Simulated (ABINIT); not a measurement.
BaTiO3:

```
Ba Ti O
1.0
     2.82737    1.63238    2.31839
    -2.82737    1.63238    2.31839
     0.00000   -3.26476    2.31839
Ba Ti O
1 1 3
Cartesian
  0.0000 0.0000 0.0000
  0.0000 0.0000 3.3698
  1.3885 -0.8017 2.3988
  -1.3885 -0.8017 2.3988
  0.0000 1.6033 2.3988
```

Base run:

```yaml
Program: ABINIT 10.8.3 (patched build)
Functional: PBE
Potentials_or_basis: JTH PAW PBE v2.0
Cutoff: 626 eV
k_mesh: 7 × 7 × 7
Occupations: fermi-dirac, width 0.05 eV
Spin: no spin polarisation
```

Its results: band gap on the k mesh 2.46 eV, indirect (least direct gap 2.79 eV); pressure 6.3 GPa; largest force 0.191 eV/Å.

**Question.** The run is repeated on the same cell with these changes: functional from PBE to LDA; potentials or basis from JTH PAW PBE v2.0 to JTH PAW LDA v2.0. What comes out?

**Answer.** Band gap on the k mesh 2.38 eV, indirect (least direct gap 2.70 eV); pressure -4.8 GPa; largest force 0.151 eV/Å.

Caveats: this set's barium file shifts pressures by 1.5 GPa and gaps by 0.1 eV against other sets; spin-orbit coupling is left out, which moves the levels of the heavy elements; the atomic spheres overlap; an odd mesh through Γ misses points on the zone boundary, where band edges often lie (some runs).
